Corundum, the crystalline form of aluminium oxide, is a transparent insulator because a wide energy gap separates its filled electron states from its empty ones. The computed size of that gap depends strongly on the level of theory. Much of the difference comes from one ingredient, called exact exchange, which can be mixed in at various strengths and made to act over various distances. If five levels are known, can they tell us what two others will give that use the same ingredient in different proportions?

Al2O3, 10 atoms in the cell, built as corundum, space group R-3c (167), conventional a = 4.759, c = 12.995 Å, 8.49 Å³ an atom. Ansatz 0.2.0, plane-wave PAW, no spin polarisation, cell relaxed with r2SCAN. In all rows least direct gap equals band gap.

```csv
level of theory,band gap (eV),rough cost in core time (min)
PBE,6.241,0.20
r2SCAN,7.139,0.30
HSE06,8.106,3.2
PBE0,8.857,3.1
LDA,6.184,0.12
DDH-PBE0,?,?
LC-wPBE,?,?
```

LDA and PBE build the exchange energy from the electron density at each point, PBE with the help of its gradient, and both give a gap of about 6.2 eV. PBE0 replaces a quarter of PBE's exchange by exact exchange, which is computed from the electron states themselves, and the gap rises to 8.86 eV. HSE06 uses the same quarter but only between electrons that are close together, and its gap is 8.11 eV. All levels see the same atomic positions, so these steps come from the treatment of the electrons and not from a change of the crystal.

The r2SCAN row is a useful warning. It contains no exact exchange, yet its gap lies 0.9 eV above that of PBE. Theory puts this down to its dependence on the kinetic energy of the individual electron states, which lets it act differently on filled and empty ones. A larger gap is therefore no proof of exact exchange, and a fair measure of its effect compares PBE only with functionals built on PBE. The two unknown levels are of that kind.

Exact exchange opens the gap because it treats filled and empty states differently. In PBE an electron in a filled state is repelled by the whole electron density, its own share included, and the approximate exchange cancels this self-repulsion only in part. Exact exchange cancels it fully and so pulls the filled states down. An empty state has no share in the density, and exact exchange lowers it less than PBE's exchange does. From PBE to PBE0 the highest filled level therefore falls by 1.7 eV, while the lowest empty one rises by 0.9 eV.

The simplest assumption about strength is that the opening grows in proportion to the fraction mixed in. A quarter of exact exchange, acting at all distances, raises the gap from PBE to PBE0 by 2.616 eV. Four times this step, 10.46 eV, is then the opening for full exact exchange, which would put the gap at 16.7 eV. This line rests on two rows alone, and its straightness so far beyond PBE0 is an assumption.

The first unknown level, DDH-PBE0, is a dielectric-dependent hybrid. It takes its fraction from the crystal: when an electron is removed, the others shift and weaken its effect on distant charges by the electronic dielectric constant $\varepsilon$. Exact exchange leaves out this screening, so the hybrid scales it down to $1/\varepsilon$. A material that screens weakly gets a large fraction and, on the straight line, a large opening.

For corundum $\varepsilon$ is roughly 3.1, a recalled figure, which makes the fraction 0.32, somewhat more than the quarter in PBE0. The opening is $10.46/3.1\approx3.4$ eV, and added to the PBE gap it gives the forecast for DDH-PBE0: 9.6 ± 0.4 eV, above PBE0. The main doubt is the dielectric constant that the calculation itself uses.

The second unknown level, LC-wPBE, calls for an account of distance. Such functionals split the repulsion between two electrons a distance $r$ apart into a short-range and a long-range part,

$$\frac{1}{r}=\frac{\mathrm{erfc}(\omega r)}{r}+\frac{\mathrm{erf}(\omega r)}{r},$$

where erf is the error function, erfc is one minus it, and $1/\omega$ is roughly the distance at which one part hands over to the other. The "w" in the name stands for this $\omega$. HSE06 applies a quarter of exact exchange to the short-range part and none to the long-range part. LC-wPBE does the opposite and more: it has no exact exchange at short range and all of it at long range.

A hydrogen atom shows what the long-range part does. Close to $r=0$ this part is flat, with the height $2\omega/\sqrt{\pi}$ in atomic units. If the atom is small compared with $1/\omega$, its electron feels this constant as self-repulsion, and exact exchange removes just that amount. For an empty orbital of the same spin, exchange is the constant times the overlap with the filled orbital, and that overlap is zero. The filled level moves down by $2\omega/\sqrt{\pi}$ hartree and the empty one stays.

The same argument carries over to the crystal, because the exchange sum over all filled states returns a filled state unchanged and wipes out an empty one. The density-based exchange that is replaced had lowered both kinds alike, by half the constant, so on balance the filled states sink and the empty ones rise by equal amounts. The step from HSE06 to PBE0, which makes this swap for a quarter of the long-range part, comes close to that: the highest filled level falls by 0.40 eV and the lowest empty one rises by 0.36 eV. The analogy ends where the surroundings matter: a lone atom has no neighbours that could screen a charge, whereas a crystal has.

The flat limit holds only for small $\omega$. At $\omega=0.40$ per bohr, the usual value for LC-wPBE and the one taken here, it would give a gap of 18.5 eV, more than the 16.7 eV estimated for full exact exchange at every distance. A part can hardly open the gap more than the whole, so the growth with $\omega$ must level off. It does so once $1/\omega$ becomes as short as the distance over which exchange acts.

A simple way to describe the levelling is to let exchange act over a Gaussian cloud of width about $1/q$. Averaging the long-range interaction over this cloud gives the share of the full opening that the long-range part supplies:

$$S(\omega)=\frac{\omega}{\sqrt{\omega^2+q^2}}.$$

For small $\omega$ this must agree with the flat limit, so the full opening equals $2q/\sqrt{\pi}$ hartree. The 10.46 eV found above, or 0.38 hartree, then fixes $q$ at 0.34 per bohr. It is an effective constant for the gap and no measured size of anything in the crystal.

HSE06 can test this step, since its gap was not used to find $q$. With its usual $\omega$ of 0.11 per bohr, the long-range part should carry 31 % of the opening. Taking that share away from the PBE0 step leaves a gap of 8.05 eV, against 8.11 eV in the table. The model thus accounts for the difference between the two hybrids, although this tests it only at small $\omega$.

For LC-wPBE the same formula gives

$$S=\frac{0.40}{\sqrt{0.40^2+0.34^2}}\approx0.76,$$

and 0.76 of 10.46 eV is about 8.0 eV. Added to the PBE gap of 6.2 eV, this makes the forecast 14.2 ± 1.5 eV, by far the largest gap of all the levels, yet below the value for full exact exchange. A smaller $\omega$ in the calculation would lower it. The density-based exchange at short range, which the Gaussian picture treats crudely, could raise it.

So large a value may seem odd for a functional that has no exact exchange at short range. The lengths explain it. In HSE06 the long-range part takes over at about 9 bohr, or 5 Å, more than two bond lengths away. In LC-wPBE it takes over at 2.5 bohr, or 1.3 Å, which is less than the distance of about 1.9 Å between neighbouring aluminium and oxygen atoms. What is called long range here begins inside a single bond.

The cost can be forecast too. Exact exchange needs a sum over pairs of electron states, and this work is much the same whatever the fraction or range. HSE06 and PBE0 each took about 3 minutes of core time, some fifteen times as long as PBE, although they ran on a coarser mesh of electron wave vectors. Both new hybrids should therefore also take about 3 minutes, within a factor of two, though a separate calculation of the dielectric constant could add to DDH-PBE0.

The withheld rows as computed:

```csv
level of theory,band gap (eV),rough cost in core time (min)
DDH-PBE0,9.488,4.3
LC-wPBE,13.917,1.1
```

DDH-PBE0 gives 9.49 eV, inside the forecast range and about 0.1 eV below its centre. If the straight line holds exactly, a dielectric constant of 3.2 in place of 3.1 would account for the whole difference. The total energies of the runs point to the same value. They fall by 2.68 eV from PBE to PBE0 and by 3.36 eV from PBE to DDH-PBE0, and since this fall grows almost in proportion to the fraction, the fraction used is close to 0.31, or one over 3.2. The line is thus nearly straight over this short stretch, and the step from PBE to PBE0 was a sound guide to a somewhat larger fraction.

LC-wPBE gives 13.9 eV, also inside its range and 0.3 eV below the centre. Its opening is 73 % of the straight-line value for full exact exchange, where the model had 76 %. The model also took slightly too much from HSE06, so it seems to overrate the long-range part a little at both separations. A difference this small should not be pressed further: the $\omega$ of the calculation is only assumed here, and a slightly smaller one would also account for the miss. The levels were moreover run on different meshes of electron wave vectors, with no convergence test given, and unscreened long-range exchange is the part most sensitive to the mesh.

The cost forecast is half right. DDH-PBE0 took 4.3 minutes, within the factor of two, but LC-wPBE took only 1.1 minutes, about a third of the forecast and clearly outside the range. A coarser mesh of wave vectors is not the reason, since only two meshes were used and HSE06 and PBE0 already had the coarser one. The cause stays open, and these times should not be used to rank the hybrids by cost.

For practical use, the distance between the two new results matters more than their small misses. The measured optical edge of corundum lies near 9 eV, a rough recalled figure that also contains the attraction between the excited electron and the hole it leaves, as well as the motion of the atoms. LC-wPBE is some 5 eV above it, too far for these effects to explain. Its long-range exchange is unscreened, which suits an isolated molecule but not a crystal whose electrons respond to a charge. The same rough figure is too coarse to choose between PBE0 and DDH-PBE0.

One question stays open. The LC-wPBE forecast multiplies the opening for full exact exchange by the share that belongs to the long-range part, and the model works out that share from the same opening. If the opening is set too large, $q$ comes out too large and the share too small, so part of the error cancels in the product. The good forecast for LC-wPBE is therefore only weak evidence for the straight line. A calculation on the same crystal with full exact exchange at all distances would test the line directly: a gap near 16.7 eV would support it, and a clearly different one would show that two errors had cancelled.
